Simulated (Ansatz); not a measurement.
# P (bcc type): the cost of one run

Program: Ansatz 0.2.0. Level of theory: DFT PBE, with the methods named in each step. These are calculated values, not measurements.

1 further run of the same task is left out (set aside as unsound or not needed).

## 1. The structure to begin with

The structure is cubic, space group Im-3m (No. 229). Conventional cell: a = 3.051 Å, b = 3.051 Å, c = 3.051 Å, α = 90.00°, β = 90.00°, γ = 90.00°. Around P (site symmetry m-3m) lie 8 P at 2.64 Å.

As a file:

```
CELL_PARAMETERS angstrom
-1.52574 1.52574 1.52574
1.52574 -1.52574 1.52574
1.52574 1.52574 -1.52574
ATOMIC_POSITIONS crystal
P 0.00000 0.00000 0.00000
```

Whether this phase is the stable one at these pressures isn't tested.

## 2. The reference volume, LAPW

input.yaml

```yaml
crystal:
  lattice:
    - [-1.5257417024, 1.5257417024, 1.5257417024]
    - [1.5257417024, -1.5257417024, 1.5257417024]
    - [1.5257417024, 1.5257417024, -1.5257417024]
  atoms:
    - { symbol: P, position: [0.0, 0.0, 0.0] }
kpoints:
  mp_grid: { grid: [17, 17, 17] }
  band_path:
    path:
      - [0.0, 0.0, 0.0]
      - [0.5, -0.5, 0.5]
      - [0.0, 0.0, 0.5]
      - [0.0, 0.0, 0.0]
      - [0.25, 0.25, 0.25]
      - [0.5, -0.5, 0.5]
      - [0.25, 0.25, 0.25]
      - [0.0, 0.0, 0.5]
    npoints: 14
scf:
  occupations: { method: fermi_dirac, width: 0.1 }
hamiltonian:
  xc: pbe
  pseudopotentials: { kind: all_electron, lapw: { basis_error: 0.001 } }
output:
  forces: true
  stress: true
  eigenvalues: true
  populations: true
  dos: { projected: true, de: 0.2, e_range: [-14, 8] }
```

The run is started by

```
> ansatz run input.yaml --threads 1 --pin off --max-ram 2048MiB --backend cpu --events-out ev --progress --plain --runs-dir out
```

**Question.** How long does this run take on 1 thread of Intel Xeon Platinum 8488C (Sapphire Rapids), shared host, and how much memory does it need?

About 4.3 s, with a peak of 0.27 GiB.
